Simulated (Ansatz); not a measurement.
# Ni (Ni, A15): the cost of one run

Method: DFT revPBE, plane waves (420 eV) with PAW, scalar-relativistic; the PAW data stem from PBE, with regenerated cores, in Ansatz 0.2.0.

## (1) Starting point

It takes space group Pm-3n (No. 223, cubic). Conventional cell: a = 4.440 Å, b = 4.440 Å, c = 4.440 Å, α = 90.00°, β = 90.00°, γ = 90.00°. Ni (site symmetry m-3) is surrounded by 12 Ni at 2.48 Å. Ni (site symmetry -4m2) is surrounded by 6 Ni at 2.22 to 2.48 Å.

Structure file:

```
Ni
1.0
     4.43981    0.00000    0.00000
     0.00000    4.43981    0.00000
     0.00000    0.00000    4.43981
Ni
8
Cartesian
  0.0000 0.0000 0.0000
  2.2199 2.2199 2.2199
  1.1100 0.0000 2.2199
  3.3299 0.0000 2.2199
  2.2199 1.1100 0.0000
  2.2199 3.3299 0.0000
  0.0000 2.2199 1.1100
  0.0000 2.2199 3.3299
```

## (2) Relaxing cell and atoms

input.yaml

```yaml
crystal:
  lattice:
    - [4.4398105893, 0.0, 0.0]
    - [0.0, 4.4398105893, 0.0]
    - [0.0, 0.0, 4.4398105893]
  atoms:
    - { symbol: Ni, position: [0.0, 0.0, 0.0] }
    - { symbol: Ni, position: [0.5, 0.5, 0.5] }
    - { symbol: Ni, position: [0.25, 0.0, 0.5] }
    - { symbol: Ni, position: [0.75, 0.0, 0.5] }
    - { symbol: Ni, position: [0.5, 0.25, 0.0] }
    - { symbol: Ni, position: [0.5, 0.75, 0.0] }
    - { symbol: Ni, position: [0.0, 0.5, 0.25] }
    - { symbol: Ni, position: [0.0, 0.5, 0.75] }
hamiltonian:
  xc: revpbe
  pseudopotentials:
    kind: paw
    azcp:
      Ni: "pseudopotentials/Ni.paw.azcp"
basis:
  ecutwfc: 420
  fft_grid_basis: typed
kpoints:
  mp_grid: { grid: [6, 6, 6], shift: [0, 0, 0] }
magnetization:
  spin_polarized: false
scf:
  occupations: { method: fermi_dirac, width: 0.1 }
relax:
  max_steps: 60
  f_tol: 0.01
  cell: {}
```

On the command line:

```bash
> ansatz run input.yaml --threads 4 --pin off --max-ram 8192MiB --backend cpu --events-out ev --progress --plain --runs-dir out
```

What time and memory should one allow on 4 threads of Arm Neoverse V2, shared host?

About 8.6 s, with a peak of 0.53 GiB.
